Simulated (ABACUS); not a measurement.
**Au under changes of volume**

One of the cells (16.855 Å³/atom); the others are scaled copies at fixed shape and fractional positions:

```xyz
1
Lattice="0.0000 2.0350 2.0350 2.0350 0.0000 2.0350 2.0350 2.0350 0.0000" Properties=species:S:1:pos:R:3 pbc="T T T"
Au    0.0000    0.0000    0.0000
```

```yaml
Program: ABACUS 3.10.1
Functional: PBE
Potentials_or_basis: PseudoDojo NC SR 0.4.1 PBE standard
Cutoff: 1034 eV
Density_cutoff: 4136 eV
Basis: plane waves
k_mesh: 11 × 11 × 11
Occupations: fermi-dirac, width 0.05 eV
Spin: no spin polarisation
```

```tsv
volume (Å³/atom)	energy over the lowest point (meV/atom)	pressure (GPa)
15.843	141.08	24.9
16.181	94.36	19.5
16.518	58.49	14.6
16.855	32.17	10.4
17.192	?	?
17.529	3.87	3.3
17.866	0.00	0.4
```

Problem. What does the run at 17.192 Å³/atom give?

Solution. Energy over the lowest point 14.30 meV/atom; pressure 6.6 GPa.

Worked out: A Birch-Murnaghan fit of order 3 (a polynomial in V^(-2/3)) to the other rows has its minimum at 17.91 Å³/atom, just outside them, with B0 = V·E''(V) = 145 GPa and B' = 5.5. It gives 14.29 meV/atom at 17.192 Å³/atom, against the run's 14.30, and -dE/dV = 6.7 GPa, against 6.6.

Energies are extrapolated to zero smearing.
